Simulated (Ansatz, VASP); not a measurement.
This is a calculation of La2O3 for Ansatz 0.2.0.

Contents of input.yaml:

```yaml
crystal:
  lattice:
    - [3.9043960235, 0.0, 0.0]
    - [-1.9521980118, 3.3813061428, 0.0]
    - [0.0, 0.0, 6.0709324617]
  atoms:
    - { symbol: La, position: [0.3333333333, 0.6666666667, 0.24623568] }
    - { symbol: La, position: [0.6666666667, 0.3333333333, 0.75376432] }
    - { symbol: O, position: [0.0, 0.0, 0.0] }
    - { symbol: O, position: [0.3333333333, 0.6666666667, 0.64589065] }
    - { symbol: O, position: [0.6666666667, 0.3333333333, 0.35410935] }
hamiltonian:
  xc: pbe
  pseudopotentials: { kind: paw }
kpoints:
  mp_grid: { grid: [8, 8, 5] }
scf:
  occupations: { method: fermi_dirac, width: 0.05 }
output:
  forces: true
  stress: true
  eigenvalues: true
```

Potentials or basis: Ansatz PAW.

Launch:

```bash
$ ansatz run input.yaml --threads 2 --pin off --max-ram 5120MiB --backend cpu --events-out ev --progress --plain --runs-dir out
```

Task: Translate it to VASP 6.6.1. Potentials there: VASP PAW PBE potentials, release 64 (La, O).

Result: As run (the cutoff follows the program's own potentials):

File INCAR:

```
SYSTEM = La2O3
PREC     = Accurate       ! precision mode
ENCUT    = 520            ! plane-wave cutoff, eV
EDIFF    = 1E-7           ! SCF threshold, eV
ISMEAR   = -1             ! smearing method
SIGMA    = 0.05           ! smearing width, eV
LREAL    = .False.        ! projectors in reciprocal space
LASPH    = .True.         ! aspherical terms in the spheres
NELM     = 60             ! most SCF steps
ALGO     = Normal         ! electronic algorithm
ISIF     = 2              ! what is computed and relaxed
LWAVE    = .False.        ! write WAVECAR
LCHARG   = .False.        ! write CHGCAR
GGA      = PE             ! functional
NBANDS   = 28             ! bands
```

The input KPOINTS:

```
Automatic mesh
0
Gamma
  8 8 5
  0 0 0
```

File POSCAR:

```
La2O3
1.0
    3.9043960235      0.0000000000      0.0000000000
   -1.9521980118      3.3813061428      0.0000000000
    0.0000000000      0.0000000000      6.0709324617
La O
2 3
Direct
    0.3333333333      0.6666666667      0.2462356800
    0.6666666667      0.3333333333      0.7537643200
    0.0000000000      0.0000000000      0.0000000000
    0.3333333333      0.6666666667      0.6458906500
    0.6666666667      0.3333333333      0.3541093500
```

Potentials or basis: VASP PAW PBE potentials, release 64 (La, O).

The run is started by

```sh
$ cat potpaw_PBE.64/La/POTCAR potpaw_PBE.64/O/POTCAR > POTCAR
$ mpirun -np 1 vasp_std > vasp.out
```

Both were run:

|  | VASP | Ansatz | Ansatz less VASP |
| --- | --- | --- | --- |
| gap on the k mesh at the Fermi level (eV) | 3.91 | 3.90 | -0.018 |
| least direct gap on the mesh (eV) | 4.07 | 4.05 | -0.013 |
| pressure (GPa) | 4.5 | 4.8 | +0.31 |
| largest component of the traceless stress (GPa) | 0.23 | 0.28 | +0.046 |
| rms of the force components (eV/Å) | 0.058 | 0.063 | +0.0054 |

Atom by atom the forces differ by 0.006 eV/Å (rms over components).

Caveats: spin-orbit coupling is left out, which moves the levels of the heavy elements; an odd mesh through Γ misses points on the zone boundary, where band edges often lie (VASP); odd divisions of the mesh miss points on the zone boundary, where band edges often lie, so the gap on the mesh can be too wide (Ansatz); the pressure holds a Pulay correction of +0.4 GPa for the finite cutoff (Ansatz).
